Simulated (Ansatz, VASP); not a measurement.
MgI2 in VASP and in Ansatz

File INCAR:

```
SYSTEM = MgI2
ALGO     = Normal         ! electronic algorithm
EDIFF    = 1E-6           ! SCF threshold, eV
ENCUT    = 520            ! plane-wave cutoff, eV
GGA      = PE             ! functional
ISIF     = 2              ! what is computed and relaxed
ISMEAR   = -1             ! smearing method
LASPH    = .TRUE.         ! aspherical terms in the spheres
LCHARG   = .FALSE.        ! write CHGCAR
LREAL    = .FALSE.        ! projectors in reciprocal space
LWAVE    = .FALSE.        ! write WAVECAR
NBANDS   = 15             ! bands
NELM     = 100            ! most SCF steps
PREC     = Accurate       ! precision mode
SIGMA    = 0.02           ! smearing width, eV
```

KPOINTS

```
k-points
0
G
  12 12 4
  0 0 0
```

The input POSCAR:

```
MgI2
1.0
    4.2195712571      0.0000000000      0.0000000000
   -2.1097856285      3.6542559017      0.0000000000
    0.0000000000      0.0000000000      6.8733253065
Mg I
1 2
Direct
    0.0000000000      0.0000000000      0.0000000000
    0.3333333333      0.6666666667      0.2399819442
    0.6666666667      0.3333333333      0.7600180558
```

Input for Ansatz:

```yaml
crystal:
  lattice:
    - [4.2195712571, 0.0, 0.0]
    - [-2.1097856285, 3.6542559017, 0.0]
    - [0.0, 0.0, 6.8733253065]
  atoms:
    - { symbol: Mg, position: [0.0, 0.0, 0.0] }
    - { symbol: I, position: [0.3333333333, 0.6666666667, 0.2399819442] }
    - { symbol: I, position: [0.6666666667, 0.3333333333, 0.7600180558] }
kpoints:
  mp_grid: { grid: [12, 12, 4] }
  band_path:
    path:
      - [0.0, 0.0, 0.0]
      - [0.5, 0.0, 0.0]
      - [0.3333333333, 0.3333333333, 0.0]
      - [0.0, 0.0, 0.5]
      - [0.5, 0.0, 0.5]
      - [0.3333333333, 0.3333333333, 0.5]
      - [0.5, 0.0, 0.35]
    npoints: 1
hamiltonian:
  xc: pbe
scf:
  occupations: { method: fermi_dirac, width: 0.02 }
  n_extra_bands: 4
output:
  forces: true
  stress: true
  eigenvalues: true
```

Change from the starting cell: biaxial_xy strain +1.5%.

Alike in both runs: task single point; functional PBE; k mesh 12 × 12 × 4; occupations fermi-dirac, width 0.02 eV; no spin polarisation.

|  | VASP | Ansatz |
| --- | --- | --- |
| version | VASP 6.6.1 | Ansatz 0.2.0 |
| potentials or method | VASP PAW PBE potentials, release 64 (Mg, I) | plane waves, PAW |
| plane-wave cutoff (eV) | 520 | 420 |
| valence electrons in the cell | 16 | 44 |

VASP gave:

```
gap on the k mesh at the Fermi level (eV)       : 3.42
pressure (GPa)                                  : 0.4
largest component of the traceless stress (GPa) : 0.59
```

**Question.** Which values does Ansatz return?

**Answer.** gap on the k mesh at the Fermi level (eV): 3.44; pressure (GPa): 0.5; largest component of the traceless stress (GPa): 0.58.

The functional is the same, so the differences come from potentials, cutoffs and numerics. The two sets of potentials don't hold the same shells in valence.

Caveats: spin-orbit coupling is left out, which moves the levels of the heavy elements; this functional lacks dispersion, which binds the layers, so the pressure and a relaxed spacing across them are unreliable. A k mesh can miss the band edges.
